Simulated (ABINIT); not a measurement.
Runs of ABINIT 10.8.3 (patched build) on BN. It takes space group R3m (No. 160, trigonal). Conventional cell: a = 2.502 Å, b = 2.502 Å, c = 10.119 Å, α = 90.00°, β = 90.00°, γ = 120.00°. N (site symmetry 3m) has 3 B at 1.44 Å as nearest neighbours. B (site symmetry 3m) is surrounded by 3 N at 1.44 Å. The cell is a database's computed one.

| level | potentials or basis | cutoff (eV) | fine-grid cutoff | gap on the mesh (eV) | pressure (GPa) |
| --- | --- | --- | --- | --- | --- |
| TB-mBJ | JTH PAW LDA v2.0 | 844 | 1442.2 eV | (a) | - |
| r2SCAN | JTH PAW PBE v2.0 | 844 | 1442.2 eV | 4.80 | (b) |
| LDA | JTH PAW LDA v2.0 | 707 | 1306.15 eV | 4.09 | -4.2 |
| PBEsol | JTH PAW PBE v2.0 | 707 | 1306.15 eV | 4.17 | 1.1 |

Alike in all rows: task band structure; no spin polarisation; cell as given; k mesh 12 × 12 × 12; smearing fermi-dirac 0.05 eV.

Estimate the missing entries.

(a) 5.90; (b) 3.4.

Caveats: the atomic spheres overlap; the PAW data sets were made with another functional, which shifts forces and pressure a little (some runs); the constant c of TB-mBJ comes from the pseudo density here, which moves gaps by up to 0.3 eV between sets of potentials (some runs).

A k mesh can miss the band edges.
